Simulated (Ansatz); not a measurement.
# Cu: the cost of one run

Computed with Ansatz 0.2.0 (DFT PBE, scalar-relativistic, plane waves, PAW, unless a step's input says otherwise).

### Step 1. The starting structure

It takes space group P-3m1 (No. 164, trigonal). Conventional cell: a = 2.479 Å, b = 2.479 Å, c = 4.171 Å, α = 90.00°, β = 90.00°, γ = 120.00°. Cu (site symmetry 3m) is surrounded by 12 Cu at 2.48 to 2.56 Å.

As a file:

```
CELL_PARAMETERS angstrom
2.47915 0.00000 0.00000
-1.23957 2.14700 0.00000
0.00000 0.00000 4.17067
ATOMIC_POSITIONS crystal
Cu 0.66667 0.33333 0.74587
Cu 0.33333 0.66667 0.25413
```

Recipe of the guess: random cell by space group and Wyckoff sites (P-3m1, No. 164). Lengths come from tabulated atomic sizes and are only a guess.

### Step 2. A first look at the guess

Contents of input.yaml:

```yaml
crystal:
  lattice:
    - [2.47914722, 0.0, 0.0]
    - [-1.23957361, 2.14700447, 0.0]
    - [0.0, 0.0, 4.1706662]
  atoms:
    - { symbol: Cu, position: [0.66666667, 0.33333333, 0.74586986] }
    - { symbol: Cu, position: [0.33333333, 0.66666667, 0.25413014] }
basis:
  ecutwfc: 420
kpoints:
  mp_grid: { grid: [6, 6, 4] }
hamiltonian:
  xc: pbe
scf:
  occupations: { method: gaussian, width: 0.1 }
  lower_state_search: "off"
output:
  forces: true
  stress: true
  eigenvalues: true
```

The run is started by

```
> ansatz run input.yaml --threads 1 --pin off --max-ram 2560MiB --backend cpu --events-out ev --progress --plain --runs-dir out
```

**Question.** How long does this run take on 1 thread of Intel Xeon at 2.50GHz (Skylake/Cascade Lake), shared host, and how much memory does it need?

About 2.1 s, with a peak of 0.29 GiB.
